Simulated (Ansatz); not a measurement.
Crystal: SnSe.

```
CELL_PARAMETERS angstrom
11.42000 0.00000 0.00000
0.00000 4.19000 0.00000
0.00000 0.00000 4.46000
ATOMIC_POSITIONS crystal
Sn 0.87700 0.75000 0.90900
Sn 0.62300 0.25000 0.40900
Sn 0.37700 0.75000 0.59100
Sn 0.12300 0.25000 0.09100
Se 0.64300 0.75000 0.98400
Se 0.85700 0.25000 0.48400
Se 0.14300 0.75000 0.51600
Se 0.35700 0.25000 0.01600
```

- Program: Ansatz 0.2.0
- Task: relaxation of cell and atoms
- Functional: SVWN5
- Potentials or basis: Ansatz PAW
- Cutoff: 420 eV (not typed: the program's choice for these potentials)
- k mesh: 3 × 6 × 6
- Occupations: fermi-dirac, width 0.05 eV
- Spin: no spin polarisation

At the start: volume 26.68 Å³/atom.

Question: Where does the relaxation end?

Answer: It ends after 6 steps and the volume is 25.15 Å³/atom (-5.7 %); space group Pnma (No. 62, to 0.05 Å).

Step by step:
```csv
step,energy change (eV),largest force (eV/Å),volume (Å³)
1,0.0000,0.1824,213.41
2,-0.1122,0.0821,203.11
3,-0.1135,0.0618,201.41
4,-0.1222,0.0070,201.19
5,-0.1223,0.0067,201.22
6,-0.1199,0.0066,201.22
```

Final structure:
```
Sn Se
1.0
    11.31788    0.00000    0.00000
     0.00000    4.11519    0.00000
     0.00000    0.00000    4.32026
Sn Se
4 4
Direct
  0.88259 0.75000 0.90496
  0.61741 0.25000 0.40496
  0.38259 0.75000 0.59504
  0.11741 0.25000 0.09504
  0.64226 0.75000 0.97691
  0.85774 0.25000 0.47691
  0.14226 0.75000 0.52309
  0.35774 0.25000 0.02309
```

Caveat: the plane-wave basis is chosen anew once the cell has moved, so the energies of steps on either side of that aren't comparable; the PAW data sets come from PBE, with cores solved anew for the run's functional, which leaves a small shift of forces and pressure.
